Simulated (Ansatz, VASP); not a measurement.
# ZnS: VASP beside Ansatz

```
CELL_PARAMETERS angstrom
3.81100 0.00000 0.00000
-1.90550 3.30042 0.00000
0.00000 0.00000 6.23400
ATOMIC_POSITIONS crystal
Zn 0.33333 0.66667 0.95188
Zn 0.66667 0.33333 0.50000
S 0.33333 0.66667 0.38500
S 0.66667 0.33333 0.88500
```

Alike in both runs: task single point; functional r2SCAN; k mesh 6 × 6 × 4; occupations gaussian, width 0.05 eV; no spin polarisation.

```csv
,VASP,Ansatz
version,VASP 6.6.1,Ansatz 0.2.0
potentials or method,"VASP PAW PBE potentials, release 64 (Zn, S)","scalar-relativistic, plane waves, PAW"
plane-wave cutoff (eV),520,500
valence electrons in the cell,36,36
```

```csv
,VASP,Ansatz,Ansatz less VASP
gap on the k mesh at the Fermi level (eV),2.55,2.54,-0.004
least direct gap on the mesh (eV),2.55,2.54,-0.004
pressure (GPa),1.7,1.6,-0.08
largest component of the traceless stress (GPa),3.06,3.05,-0.015
rms of the force components (eV/Å),0.413,0.418,+0.0052
```

Atom by atom the forces differ by 0.005 eV/Å (rms over components). With one functional, cell and mesh, what is left measures potentials, basis and numerics.

Caveats: the PAW data sets were made with another functional, which shifts forces and pressure a little (VASP). A k mesh can miss the band edges.
